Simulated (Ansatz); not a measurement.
Relaxed AlSb (zinc blende):

```yaml
crystal:
  lattice:
    - [0.00000, 6.22551, 6.22551]
    - [3.11275, 0.00000, 3.11275]
    - [3.11275, 3.11275, 0.00000]
  atoms:
    - { symbol: Sb, position: [0.37500, 0.75000, 0.75000] }
    - { symbol: Sb, position: [0.87500, 0.75000, 0.75000] }
    - { symbol: Al, position: [0.00000, 0.00000, 0.00000] }
    - { symbol: Al, position: [0.50000, 0.00000, 0.00000] }
```

In each cell atom 1 (Sb, nearest neighbour Al at 2.696 Å; its periodic images, 4.4 Å or more away, move with it) moves by s·(-0.577, -0.577, 0.577) (towards the nearest neighbour), the rest being held.

The numbers are results of PBE (plane waves to 420 eV, PAW, scalar-relativistic; Ansatz, a quantum-chemistry and plane-wave program), not measurements. k mesh 5×10×10 (Γ-centred), Fermi-Dirac smearing 0.05 eV. E stands for the smeared free energy. AlSb was relaxed with its symmetry unable to fall. Spin-orbit coupling is left out, though Sb is heavy. ΔE is measured from the undisplaced structure.

```csv
s (Å),ΔE (meV/cell)
-0.540,636
-0.432,462
-0.324,292
-0.216,145
-0.108,40
0.000,0
0.108,49
0.216,216
0.324,537
0.432,1056
0.540,1836
```

**Question.** What force constant k = d²E/ds² at s = 0 does the table give?

**Answer.** 7.6 eV/Å². It is the second difference of the nearest points, corrected with the next pair.

**Question.** With k = 7.63 eV/Å² from the forces, is the well harmonic out to s = 0.540 Å?

**Answer.** ½ks² = 1113 meV/cell against the computed 1836 meV/cell, so the well is stiffer than harmonic there.

(A displaced cell: forces are minus the slopes of the energy, force constants its curvatures, and phonons follow from these.)
